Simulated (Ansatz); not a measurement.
Rutile RuO2 was calculated with PBEsol (plane waves, PAW; Ansatz, a quantum-chemistry and plane-wave program).

Settings: plane-wave cutoff 520 eV, 12×12×18 k mesh (along the axes of the cell as run), Fermi–Dirac smearing 0.05 eV, no spin polarisation, scalar-relativistic PAW data made under PBE.

Shape and atoms are relaxed at each volume.

Pressure at four volumes; x = ln(V/10.278 Å³). One pressure is withheld.

```tsv
V (Å³/atom)	x	P (GPa)
9.867	-0.0408	12.51
10.278	0.0000	0.00
10.483	0.0197	-5.26
10.689	0.0392	?
```

Pass a parabola P(x) through the three rows shown, estimate the bulk modulus and its pressure derivative near zero pressure, and predict the withheld pressure.

Slopes between the rows: (0.00 − (12.51))/(0.0000 − (-0.0408)) = -306.62 and (-5.26 − (0.00))/(0.0197 − (0.0000)) = -267.01 GPa. Their difference over the span 0.0605 is c = 39.61/0.0605 = 654.7 GPa, so P(x) = 12.51 + (-306.62)(x − (-0.0408)) + 654.7 (x − (-0.0408))(x − (0.0000)). At the middle row B = −dP/dx = −[-306.62 + 654.7 × 0.0408] = 279.9 GPa, and B′ = dB/dP = 2c/B = 4.7. At x = 0.0392 the parabola gives -9.97 GPa; the run gives -9.96 GPa. The Birch–Murnaghan fit to the energies at all volumes has B0 = 279 GPa and B′ = 4.7.

Measured, for comparison: bulk modulus 270 GPa (room temperature, no zero-point or thermal correction; as tabulated in LI and ZENG (2008), arXiv:0807.3251). Computed less measured: bulk modulus +3.3 %. A static lattice is as a rule a little smaller and stiffer than an uncorrected measurement, which can account for part of this in the bulk modulus.
